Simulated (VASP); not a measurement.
Crystal: K2S.

```
CELL_PARAMETERS angstrom
0.00000 3.70694 3.70694
3.70694 0.00000 3.70694
3.70694 3.70694 0.00000
ATOMIC_POSITIONS crystal
K 0.75000 0.75000 0.75000
K 0.25000 0.25000 0.25000
S 0.00000 0.00000 0.00000
```

The cell is a database's computed one.

| Property | Result |
| --- | --- |
| Program | VASP 6.6.1 |
| Task | relaxation of cell and atoms |
| Functional | PBEsol |
| Potentials or basis | VASP PAW PBE potentials, release 64 (K_sv, S) |
| Cutoff | 300 eV |
| k mesh | 6 × 6 × 6 |
| Occupations | gaussian, width 0.02 eV |
| Spin | no spin polarisation |

At the start: pressure -0.7 GPa; volume 33.96 Å³/atom.

Q: Where does the relaxation end?

A: Over 3 steps the energy falls by 2.9 meV/atom and the volume is 32.77 Å³/atom (-3.5 %); space group Fm-3m (No. 225, to 0.05 Å).

Step by step:
```tsv
step	energy change (eV)	largest force (eV/Å)	pressure (GPa)	volume (Å³)
1	0.0000	0.0000	-0.72	101.88
2	-0.0072	0.0000	-0.30	99.64
3	-0.0086	0.0000	-0.02	98.31
```

Final structure:
```yaml
crystal:
  lattice:
    - [0.00000, 3.66310, 3.66310]
    - [3.66310, 0.00000, 3.66310]
    - [3.66310, 3.66310, 0.00000]
  atoms:
    - { symbol: K, position: [0.75000, 0.75000, 0.75000] }
    - { symbol: K, position: [0.25000, 0.25000, 0.25000] }
    - { symbol: S, position: [0.00000, 0.00000, 0.00000] }
```

Caveat: the cutoff is under 1.25 times the usual one of these potentials, so pressure, stress and relaxed cells hold a basis-set (Pulay) error; the PAW data sets were made with another functional, which shifts forces and pressure a little.
